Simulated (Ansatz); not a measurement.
Runs of Ansatz 0.2.0 on InAs. Symmetry: F-43m, No. 216, cubic system. Conventional cell: a = 6.036 Å, b = 6.036 Å, c = 6.036 Å, α = 90.00°, β = 90.00°, γ = 90.00°. In (site symmetry -43m) is surrounded by 4 As at 2.61 Å. As (site symmetry -43m) has 4 In at 2.61 Å as nearest neighbours. 

| share of exact exchange | gap on the mesh (eV) | pressure (GPa) |
| --- | --- | --- |
| 0.3 | (b) | 2.0 |
| 0.25 | 0.63 | 2.4 |
| 0.15 | 0.28 | (c) |
| 0.4 | 1.18 | 1.3 |
| 0.1 | 0.11 | (a) |
| 0.2 | 0.46 | 2.8 |
| 0.05 | none | 4.4 |
| 0.5 | 1.57 | 0.6 |

Alike in all rows: task single point; level HSE06 form with a typed share of exact exchange; potentials or basis Ansatz PAW; no spin polarisation; cell as given; k mesh 4 × 4 × 4; cutoff (eV) 420; smearing fermi-dirac 0.05 eV; the mesh is coarse, so values aren't converged.

Problem. Estimate the missing entries.

Solution. (a) 3.8; (b) 0.81; (c) 3.2.

Caveats: all runs use coarse meshes; the PAW data sets come from PBE, with cores solved anew for the run's functional, which leaves a small shift of forces and pressure; the thresholds are loose for stress; spin-orbit coupling is left out, which moves the levels of the heavy elements (some runs).

A k mesh can miss the band edges, and the runs leave out spin-orbit coupling on As, In.

A gap of «none» marks a metal or a gap under the smearing width.
